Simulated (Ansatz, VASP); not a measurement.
# As: VASP beside Ansatz

The input INCAR:

```
PREC = Accurate ; ENCUT = 520
EDIFF = 1E-7 ; ISMEAR = -1
SIGMA = 0.08 ; LREAL = F
LASPH = T ; NELM = 60
ALGO = Normal ; ISIF = 2
LWAVE = F ; LCHARG = F
GGA = CA ; NBANDS = 8
```

Contents of KPOINTS:

```
Automatic mesh
0
Gamma
  15 15 15
```

The input POSCAR:

```
As
1.0
    2.1896082985      0.0000000000      0.0000000000
    0.0000000000      2.1896082985      0.0000000000
    0.0000000000      0.0000000000      2.1896082985
As
1
Direct
    0.0000000000      0.0000000000      0.0000000000
```

Input for Ansatz:

```yaml
crystal:
  lattice:
    - [2.1896082985, 0.0, 0.0]
    - [0.0, 2.1896082985, 0.0]
    - [0.0, 0.0, 2.1896082985]
  atoms:
    - { symbol: As, position: [0.0, 0.0, 0.0] }
kpoints:
  mp_grid: { grid: [15, 15, 15] }
scf:
  occupations: { method: fermi_dirac, width: 0.08 }
hamiltonian:
  xc: lda
  pseudopotentials: { kind: all_electron, lapw: { basis_error: 0.001 } }
output:
  forces: true
  stress: true
  eigenvalues: true
  populations: true
```

Change from the starting cell: volume scaled by 0.55, LAPW.

Alike in both runs: task single point; functional LDA; k mesh 15 × 15 × 15; occupations fermi-dirac, width 0.08 eV; no spin polarisation.

|  | VASP | Ansatz |
| --- | --- | --- |
| version | VASP 6.6.1 | Ansatz 0.2.0 |
| potentials or method | VASP PAW LDA potentials, release 64 (As) | all-electron LAPW, scalar-relativistic |
| plane-wave cutoff (eV) | 520 | see its input |

|  | VASP | Ansatz | Ansatz less VASP |
| --- | --- | --- | --- |
| pressure (GPa) | 213.7 | 204.0 | -9.74 |

Ansatz ran all-electron here, so the differences hold the error of VASP's frozen core and of both bases.

Caveats: the cell as given lies far from equilibrium; so large a pressure means that the cell lies far from this level's equilibrium, or that cutoff or potentials fall short (VASP).
